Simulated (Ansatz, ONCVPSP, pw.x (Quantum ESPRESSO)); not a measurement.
# What a changed setting does to a pw.x run (fcc Ta)

Potential: optimised norm-conserving Vanderbilt (ONCV), ONCVPSP 4.0.1.1 (patched build), PBE; core [Xe] 4f14, reference 5d3 6s1.75 6p0.25; waves: 6s: rc 3.00 bohr, ncon 4, nbas 7, qcut 2.3 1/bohr, 3 projectors, debl 1.4 Ha; 6p: rc 2.95 bohr, ncon 3, nbas 6, qcut 2.4 1/bohr, 3 projectors, debl 2.7 Ha; 5d: rc 3.00 bohr, ncon 3, nbas 7, qcut 4.9 1/bohr, 2 projectors, debl 3.5 Ha; local part: polynomial inside 2.90 bohr (lpopt 5, dvloc0 0 Ha); core correction: polynomial model core, fcfact 0.15.

The reference run (k-mesh 13³, cutoffs 50/200 Ry, Fermi–Dirac 0.01 Ry, mixing_beta 0.4, conv_thr 1e-9, no spin) gives -0.84 GPa at 18.931 Å³/atom, where all-electron LAPW gives -0.85 GPa. This run, with its own iteration cap, changes mixing_beta to 0.7.

```
&control
  calculation='scf', prefix='x', pseudo_dir='./', outdir='./tmp', tstress=.true., disk_io='none'
/
&system
  ibrav=0, nat=1, ntyp=1, ecutwfc=50, ecutrho=200, nbnd=9,
  occupations='smearing', smearing='fd', degauss=0.01
/
&electrons
  conv_thr=1e-09, mixing_beta=0.7, electron_maxstep=60
/
ATOMIC_SPECIES
Ta 1.0 Ta.UPF
CELL_PARAMETERS angstrom
  0.00000000 2.11534489 2.11534489
  2.11534489 0.00000000 2.11534489
  2.11534489 2.11534489 0.00000000
ATOMIC_POSITIONS crystal
Ta 0.0000 0.0000 0.0000
K_POINTS automatic
13 13 13 0 0 0
```

```bash
pw.x < Ta.scf.in > Ta.scf.out
```

**Question.** How does the run end?

**Answer.** It converges in 6 iterations; the free energy moves by +0.0 meV/atom and the pressure by -0.01 GPa. The result is that of the reference run.

```
Message from routine setup:
     using ibrav=0 with symmetry is DISCOURAGED, use correct ibrav instead
     lattice parameter (alat)  =       5.6532  a.u.
     unit-cell volume          =     127.7527 (a.u.)^3
     number of electrons       =         5.00
     number of Kohn-Sham states=            9
     kinetic-energy cutoff     =      50.0000  Ry
     charge density cutoff     =     200.0000  Ry
     scf convergence threshold =      1.0E-09
     Exchange-correlation= PBE
     number of k points=    84  Fermi-Dirac smearing, width (Ry)=  0.0100
     iteration #  1     ecut=    50.00 Ry     beta= 0.70
     total energy              =     -12.25989309 Ry
     estimated scf accuracy    <       0.03443265 Ry
     iteration #  2     ecut=    50.00 Ry     beta= 0.70
     total energy              =     -12.26268836 Ry
     estimated scf accuracy    <       0.00041259 Ry
     iteration #  3     ecut=    50.00 Ry     beta= 0.70
     total energy              =     -12.26279642 Ry
     estimated scf accuracy    <       0.00001001 Ry
     iteration #  4     ecut=    50.00 Ry     beta= 0.70
     total energy              =     -12.26279911 Ry
     estimated scf accuracy    <       0.00000014 Ry
     iteration #  5     ecut=    50.00 Ry     beta= 0.70
     total energy              =     -12.26279921 Ry
     estimated scf accuracy    <       0.00000001 Ry
     iteration #  6     ecut=    50.00 Ry     beta= 0.70
     the Fermi energy is    11.7812 ev
!    total energy              =     -12.26279922 Ry
     estimated scf accuracy    <          2.0E-11 Ry
     smearing contrib. (-TS)   =      -0.00546061 Ry
     The total energy is F=E-TS. E is the sum of the following terms:
     one-electron contribution =       7.80514240 Ry
     hartree contribution      =       0.04140158 Ry
     xc contribution           =      -5.76695019 Ry
     ewald contribution        =     -14.33693239 Ry
     convergence has been achieved in   6 iterations
          total   stress  (Ry/bohr**3)                   (kbar)     P=       -8.45
     Message from routine punch:
     Nothing written, as per user request (disk_io='none')
```

The run took about 9.4 s on one core of a shared host (Neoverse-N1, 64 threads, 124 GiB, load 60).
